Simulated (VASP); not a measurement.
# Pt (Fm-3m) in VASP: elastic constants with LDA

Aim: the elastic constants of Pt with LDA.

All numbers are computed with VASP 6.6.1; they aren't measurements. Logs are shortened: lines on timing, memory, paths and dates and some standing lists are left out, and cuts for length are marked.

### Step 1. The crystal as given

The structure is cubic, space group Fm-3m (No. 225). The conventional cell has a = 3.922 Å, b = 3.922 Å, c = 3.922 Å, α = 90.00°, β = 90.00°, γ = 90.00°. Pt (site symmetry m-3m) has 12 Pt at 2.77 Å as nearest neighbours.

### Step 2. Elastic constants, LDA

POSCAR

```
Pt
1.0
    0.0000000000      1.9609000000      1.9609000000
    1.9609000000      0.0000000000      1.9609000000
    1.9609000000      1.9609000000      0.0000000000
Pt
1
Direct
    0.0000000000      0.0000000000      0.0000000000
```

INCAR.step1

```
ALGO = Fast
EDIFF = 1E-8
EDIFFG = -0.002
ENCUT = 600
GGA = CA
IBRION = 2
ISIF = 3
ISMEAR = 0
LASPH = True
LCHARG = False
LREAL = False
LWAVE = False
NELM = 60
NSW = 40
PREC = Accurate
SIGMA = 0.1
```

INCAR.step2

```
ALGO = Fast
EDIFF = 1E-8
ENCUT = 600
GGA = CA
IBRION = 6
ISIF = 3
ISMEAR = 0
LASPH = True
LCHARG = False
LREAL = False
LWAVE = False
NELM = 60
NFREE = 2
NSW = 1
POTIM = 0.015
PREC = Accurate
SIGMA = 0.1
```

KPOINTS

```
k-points
0
Gamma
  18 18 18
```

Potentials or basis: VASP PAW LDA potentials, release 64 (Pt).

The run is started by

```sh
> cat potpaw_LDA.64/Pt/POTCAR > POTCAR
> cp INCAR.step1 INCAR
> mpirun -np 1 vasp_std > vasp.out
> cp CONTCAR POSCAR
> cp INCAR.step2 INCAR
> mpirun -np 1 vasp_std > vasp.out
```

OUTCAR:

```text
EDIFF = 1E-8
   ENCUT = 600
   GGA = CA
   IBRION = 6
   ISIF = 3
   ISMEAR = 0
   LASPH = True
   LREAL = False
   NELM = 60
   NFREE = 2
   NSW = 1
   POTIM = 0.015
   PREC = Accurate

 ion  position               nearest neighbor table
   1  0.000  0.000  0.000-

  LATTYP: Found a face centered cubic cell.
 ALAT       =     3.8974529442

  Lattice vectors:

 A1 = (   0.0000000000,   1.9487264721,   1.9487264721)
 A2 = (   1.9487264721,   0.0000000000,   1.9487264721)
 A3 = (   1.9487264721,   1.9487264721,   0.0000000000)

Analysis of symmetry for initial positions (statically):
=====================================================================
 Subroutine PRICEL returns:
 Original cell was already a primitive cell.

 Routine SETGRP: Setting up the symmetry group for a
 face centered cubic supercell.

 Subroutine GETGRP returns: Found 48 space group operations
 (whereof 48 operations were pure point group operations)
 out of a pool of 48 trial point group operations.

The static configuration has the point symmetry O_h .

Analysis of symmetry for dynamics (positions and initial velocities):
=====================================================================
 Subroutine PRICEL returns:
 Original cell was already a primitive cell.

 Routine SETGRP: Setting up the symmetry group for a
 face centered cubic supercell.

 Subroutine GETGRP returns: Found 48 space group operations
 (whereof 48 operations were pure point group operations)
 out of a pool of 48 trial point group operations.

The dynamic configuration has the point symmetry O_h .

 Subroutine INISYM returns: Found 48 space group operations
 (whereof 48 operations are pure point group operations),
 and found     1 'primitive' translations

----------------------------------------------------------------------------------------

                                     Primitive cell

  volume of cell :      14.8007

  direct lattice vectors                    reciprocal lattice vectors
     0.000000000  1.948726472  1.948726472    -0.256577825  0.256577825  0.256577825
     1.948726472  0.000000000  1.948726472     0.256577825 -0.256577825  0.256577825
     1.948726472  1.948726472  0.000000000     0.256577825  0.256577825 -0.256577825

  length of vectors
     2.755915406  2.755915406  2.755915406     0.444405829  0.444405829  0.444405829

  position of ions in fractional coordinates (direct lattice)
     0.000000000  0.000000000  0.000000000

  ion indices of the primitive-cell ions
   primitive index   ion index
                 1           1

----------------------------------------------------------------------------------------

 KPOINTS: k-points

Automatic generation of k-mesh.
 Grid dimensions read from file:
 generate k-points for:   18   18   18

 Generating k-lattice:

  Cartesian coordinates                     Fractional coordinates (reciprocal lattice)
    -0.014254324  0.014254324  0.014254324     0.055555556  0.000000000  0.000000000
     0.014254324 -0.014254324  0.014254324     0.000000000  0.055555556  0.000000000
     0.014254324  0.014254324 -0.014254324     0.000000000  0.000000000  0.055555556

  Length of vectors
     0.024689213  0.024689213  0.024689213

  Shift w.r.t. Gamma in fractional coordinates (k-lattice)
     0.000000000  0.000000000  0.000000000

 Subroutine IBZKPT returns following result:
[... 93 lines left out ...]

 number of electron       9.9999999 magnetization

 Free energy of the ion-electron system (eV)
  ---------------------------------------------------
  ext. energy  EPLUGINS =         0.00000000
  ---------------------------------------------------
  free energy    TOTEN  =        -7.50720360 eV

  energy without entropy =       -7.49684574  energy(sigma->0) =       -7.50202467

------------------------ aborting loop because EDIFF is reached ----------------------------------------

  FORCE on cell =-STRESS in cart. coord.  units (eV):
  Direction    XX          YY          ZZ          XY          YZ          ZX
  --------------------------------------------------------------------------------------
  -------------------------------------------------------------------------------------
  Total       -0.0019910     -0.0019910     -0.0019910      0.0000000      0.0000000      0.0000000
  in kB       -0.2155304     -0.2155304     -0.2155304      0.0000000      0.0000000      0.0000000
  external PRESSURE =      -0.2155304 kB  Pullay stress =       0.0000000 kB
[... 86 lines left out ...]
  FREE ENERGIE OF THE ION-ELECTRON SYSTEM (eV)
  ---------------------------------------------------
  free  energy   TOTEN  =        -7.5031966955 eV

  energy  without entropy=       -7.4931966595  energy(sigma->0) =       -7.49819668

[... ionic steps 4 to 12 ...]

--------------------------------------- Ionic step       13  -------------------------------------------

 number of electron       9.9999999 magnetization

------------------------ aborting loop because EDIFF is reached ----------------------------------------
[... 65 lines left out ...]
--------------------------------------- Ionic step       15  -------------------------------------------

 number of electron      10.0000000 magnetization

 Free energy of the ion-electron system (eV)
  ---------------------------------------------------
  ext. energy  EPLUGINS =         0.00000000
  ---------------------------------------------------
  free energy    TOTEN  =        -7.50720352 eV

  energy without entropy =       -7.49684568  energy(sigma->0) =       -7.50202460

 E-fermi :  11.5113     XC(G=0): -13.7968

 val. band max:       11.5065276935   @ k =  -0.3333   0.3889   0.1111
 cond. band min:      11.5243607037   @ k =   0.3889   0.2222   0.0000
 fundamental gap:      0.0178330102
 Fermi energy:        11.5113261434

 k-point     1 :       0.0000    0.0000    0.0000
  band No.  band energies     occupation
      1       1.0506      2.00000
      2       7.5705      2.00000
      3       7.5705      2.00000
      4       7.5705      2.00000
      5       9.8309      2.00000
      6       9.8309      2.00000
      7      26.0752      0.00000
      8      31.1029      0.00000
      9      31.1030      0.00000
[... 265 lines left out ...]
 k-point    24 :      -0.2222    0.0556    0.0000
  band No.  band energies     occupation
      1       3.1265      2.00000
      2       7.0669      2.00000
      3       7.9813      2.00000
      4       8.0501      2.00000
      5       9.6177      2.00000
      6      10.3262      2.00000
      7      25.2844      0.00000
      8      28.0964      0.00000
      9      32.7258      0.00000

 [... further k-points ...]
[... 5 lines left out ...]
  --------------------------------------------------------------------------------------
  -------------------------------------------------------------------------------------
  Total       -0.0023835     -0.0023835     -0.0023835      0.0000000      0.0000000      0.0000000
  in kB       -0.2580178     -0.2580178     -0.2580178      0.0000000      0.0000000      0.0000000
  external PRESSURE =      -0.2580178 kB  Pullay stress =       0.0000000 kB
[... 16 lines left out ...]
  FREE ENERGIE OF THE ION-ELECTRON SYSTEM (eV)
  ---------------------------------------------------
  free  energy   TOTEN  =        -7.5072035223 eV

  energy  without entropy=       -7.4968456791  energy(sigma->0) =       -7.50202460

 INTERNAL STRAIN TENSORS FROM STRAINED CELLS
 ============================================

 INTERNAL STRAIN TENSOR FOR ION    1 for displacements in x,y,z  (eV/Angst):
          X           Y           Z          XY          YZ          ZX
  --------------------------------------------------------------------------------
  x    -0.00000     0.00000    -0.00000    -0.00000     0.00000     0.00000
  y     0.00000     0.00000     0.00000    -0.00000     0.00000     0.00000
  z     0.00000     0.00000     0.00000     0.00000     0.00000     0.00000

 INTERNAL STRAIN TENSORS FROM DISPLACED ATOMS
 ============================================

 INTERNAL STRAIN TENSOR FOR ION    1 for displacements in x,y,z  (eV/Angst):
          X           Y           Z          XY          YZ          ZX
  --------------------------------------------------------------------------------
  x     0.00000     0.00000     0.00000     0.00000     0.00000     0.00000
  y     0.00000     0.00000     0.00000     0.00000     0.00000     0.00000
  z     0.00000     0.00000     0.00000     0.00000     0.00000     0.00000

 Eigenvectors and eigenvalues of the dynamical matrix
 ----------------------------------------------------

   1 f/i=    0.000000 THz     0.000000 2PiTHz    0.000000 cm-1     0.000000 meV
             X         Y         Z           dx          dy          dz
      0.000000  0.000000  0.000000     1.000000    0.000000    0.000000

   2 f/i=    0.000000 THz     0.000000 2PiTHz    0.000000 cm-1     0.000000 meV
             X         Y         Z           dx          dy          dz
      0.000000  0.000000  0.000000     0.000000    1.000000    0.000000

   3 f/i=    0.000000 THz     0.000000 2PiTHz    0.000000 cm-1     0.000000 meV
             X         Y         Z           dx          dy          dz
      0.000000  0.000000  0.000000     0.000000    0.000000    1.000000

--------------------------------------------------------------------------------------------------------

 ELASTIC MODULI CONTR FROM IONIC RELAXATION (kBar)
 Direction    XX          YY          ZZ          XY          YZ          ZX
 --------------------------------------------------------------------------------
 XX           0.0000      0.0000      0.0000      0.0000      0.0000      0.0000
 YY           0.0000      0.0000      0.0000      0.0000      0.0000      0.0000
 ZZ           0.0000      0.0000      0.0000      0.0000      0.0000      0.0000
 XY           0.0000      0.0000      0.0000      0.0000      0.0000      0.0000
 YZ           0.0000      0.0000      0.0000      0.0000      0.0000      0.0000
 ZX           0.0000      0.0000      0.0000      0.0000      0.0000      0.0000
 --------------------------------------------------------------------------------

 TOTAL ELASTIC MODULI (kBar)
 Direction    XX          YY          ZZ          XY          YZ          ZX
 --------------------------------------------------------------------------------
 XX        3766.8922   2709.4415   2709.4415      0.0000     -0.0000      0.0000
 YY        2709.4415   3766.8922   2709.4415      0.0000      0.0000     -0.0000
 ZZ        2709.4415   2709.4415   3766.8922     -0.0000      0.0000      0.0000
 XY           0.0000      0.0000     -0.0000    780.3857      0.0000      0.0000
 YZ          -0.0000      0.0000      0.0000      0.0000    780.3857      0.0000
 ZX           0.0000     -0.0000      0.0000      0.0000      0.0000    780.3857
 --------------------------------------------------------------------------------
```

It took 32 min on 1 thread of AMD EPYC 7R43 (Zen 3), shared host; peak memory 0.53 GiB.

What came out:

```yaml
Relaxed_volume: 14.80 Å³/atom
Relaxed_cell: a = 2.756 Å, b = 2.756 Å, c = 2.756 Å, α = 60.00°, β = 60.00°, γ = 60.00°
Space_group_after_relaxing_to_0.05_Å: Fm-3m (No. 225)
Elastic_constants_C11_C12_C44: 377, 271, 78 GPa
Voigt_bulk_modulus: 306 GPa
```

The path:
```
step  energy change (eV)  largest force (eV/Å)  pressure (GPa)  volume (Å³)
   1              0.0000                0.0000           -5.46        15.08
   2              0.0435                0.0000           20.18        13.99
   3             -0.0049                0.0000           -0.13        14.81
   4             -0.0049                0.0000           -0.02        14.80
```

Final structure:
```
Pt
1.0
     0.00000    1.94873    1.94873
     1.94873    0.00000    1.94873
     1.94873    1.94873    0.00000
Pt
1
Direct
  0.00000 0.00000 0.00000
```

Elastic tensor in Voigt notation (GPa, in the Cartesian axes of the cell as first typed):
```
377 271 271   0   0   0
271 377 271   0   0   0
271 271 377   0   0   0
  0   0   0  78   0   0
  0   0   0   0  78   0
  0   0   0   0   0  78
```

Clamped-ion elastic tensor (GPa):
```
377 271 271   0   0   0
271 377 271   0   0   0
271 271 377   0   0   0
  0   0   0  78   0   0
  0   0   0   0  78   0
  0   0   0   0   0  78
```
